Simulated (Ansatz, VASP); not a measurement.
**Fe in VASP and in Ansatz**

```xyz
1
Lattice="-1.4346 1.4346 1.4346 1.4346 -1.4346 1.4346 1.4346 1.4346 -1.4346" Properties=species:S:1:pos:R:3 pbc="T T T"
Fe    0.0000    0.0000    0.0000
```

Alike in both runs: task single point; functional r2SCAN; k mesh 4 × 4 × 4; occupations fermi-dirac, width 0.05 eV; collinear spin.

```csv
,VASP,Ansatz
version,VASP 6.6.1,Ansatz 0.2.0
potentials or method,"VASP PAW PBE potentials, release 64 (Fe)","plane waves (500 eV) with PAW, scalar-relativistic"
plane-wave cutoff (eV),520,500
valence electrons in the cell,8,16
```

VASP gave:

```
pressure (GPa)                                                : -0.9
net moment per atom (μB)                                      : 2.60
size of the moment on the site where the two differ most (μB) : 2.69
```

Task: Which values does Ansatz return?

Result: Pressure (GPa): -0.5; net moment per atom (μB): 2.60; size of the moment on the site where the two differ most (μB): 2.79.

Site moments also hang on the region over which each program counts them. The two sets of potentials don't hold the same shells in valence. Ansatz warned: «stability_check_not_made».

Caveats: the k mesh is coarse (spacing up to 0.77 Å⁻¹), so the values aren't converged; the PAW data sets were made with another functional, which shifts forces and pressure a little (VASP).
